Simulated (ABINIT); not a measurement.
Ti, 1 atom in the cell. It takes space group Im-3m (No. 229, cubic). Conventional cell: a = 3.282 Å, b = 3.282 Å, c = 3.282 Å, α = 90.00°, β = 90.00°, γ = 90.00°. Ti (site symmetry m-3m) has 8 Ti at 2.84 Å as nearest neighbours. This isn't the form of Ti at room conditions, which is hcp.

- Program: ABINIT 10.8.3 (patched build)
- Task: band structure
- Functional: PBE
- Potentials or basis: JTH PAW PBE v2.0
- Cutoff: 408 eV
- k mesh: 11 × 11 × 11
- Occupations: fermi-dirac, width 0.05 eV
- Spin: no spin polarisation
- Fine-grid cutoff: 816.342 eV
- Exchange and correlation inside the PAW spheres: full angular mesh (pawxcdev 0, this build's default; the released program takes 1)

Potentials or basis: JTH PAW PBE v2.0.

Command:

```sh
$ abinit run.abi > log 2>&1
```

Hardware: 1 thread of Intel(R) Xeon(R) Processor @ 2.70GHz (shared host).

Estimate the wall time of this run.

Wall time 9.5 s on 1 thread of Intel(R) Xeon(R) Processor @ 2.70GHz, on a shared host, peak memory 0.11 GiB. Counts: scf iterations 10, mpi ranks 1, k points 56, bands 10, plane waves 342.
